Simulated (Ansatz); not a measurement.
**Replacing Br in LiBr**

Method: PBE, scalar-relativistic; spin polarisation where moments were expected; PAW, 420 eV, Gaussian smearing of 0.05 eV; code Ansatz.

LiBr was relaxed to zero pressure in the COD cell structure.

It takes space group Fm-3m (No. 225, cubic). The conventional cell has a = 5.511 Å, b = 5.511 Å, c = 5.511 Å, α = 90.00°, β = 90.00°, γ = 90.00°. Li (site symmetry m-3m) is surrounded by 6 Br at 2.76 Å. Br (site symmetry m-3m) has 6 Li at 2.76 Å as nearest neighbours. Neighbours are those within 15 % of a site's shortest distance, so a longer bond may be listed from one end only.

Results for LiBr: a (Å) 5.511, V (Å³/atom) 20.92, shortest unlike bond (Å) 2.76, gap (eV) 4.91, B0 (GPa) 26, E_f (eV/atom) -1.55.

Question: All Br is replaced by Cl and the cell relaxed again in the same space group. What comes out?

Answer: LiCl: a (Å) 5.150, V (Å³/atom) 17.08, shortest unlike bond (Å) 2.58, gap (eV) 6.26, B0 (GPa) 32, E_f (eV/atom) -1.85.

The volume changes by −18.4 %, or −6.5 % in mean length, and the shortest unlike bond by -0.18 Å. The bulk modulus goes from 25.7 to 31.8 GPa, as V^−1.0: with like bonding the larger cell is the softer. The formation energy moves by -0.30 eV/atom, so LiCl is the more strongly bound against its own elements. That goes with its larger difference in electronegativity (Pauling: Br 2.96, Cl 3.16, Li 0.98). For Br, Cl the 1 valence electrons of Li just fill the anion's shell; these members are gapped.

Gaps are (generalised) Kohn–Sham gaps. E_f is the formation energy from the elements run alike, at 0 K, without zero-point energy or any correction for the binding of gas molecules or dispersion between the molecules, chains or layers of the solid elements; it is good to about 0.01 eV/atom as a calculation.

All runs used the PAW datasets of the set soft_2.
